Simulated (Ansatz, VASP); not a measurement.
**MgS: VASP beside Ansatz**

```
CELL_PARAMETERS angstrom
0.00000 2.50448 2.60152
2.50448 0.00000 2.60152
2.50448 2.50448 0.00000
ATOMIC_POSITIONS crystal
Mg 0.00000 0.00000 0.00000
S 0.50000 0.50000 0.50000
```

Change from the starting cell: biaxial_xy strain -3.7%.

Alike in both runs: task single point; functional PBE; k mesh 8 × 8 × 8; occupations fermi-dirac, width 0.02 eV; no spin polarisation.

```csv
,VASP,Ansatz
version,VASP 6.6.1,Ansatz 0.2.0
potentials or method,"VASP PAW PBE potentials, release 64 (Mg, S)","plane waves, PAW"
plane-wave cutoff (eV),520,420
valence electrons in the cell,8,16
```

```tsv
	VASP	Ansatz	Ansatz less VASP
gap on the k mesh at the Fermi level (eV)	2.78	2.79	+0.009
pressure (GPa)	8.1	8.4	+0.32
largest component of the traceless stress (GPa)	3.79	3.79	+0.008
```

With one functional, cell and mesh, what is left measures potentials, basis and numerics. The two sets of potentials don't hold the same shells in valence.

A k mesh can miss the band edges.
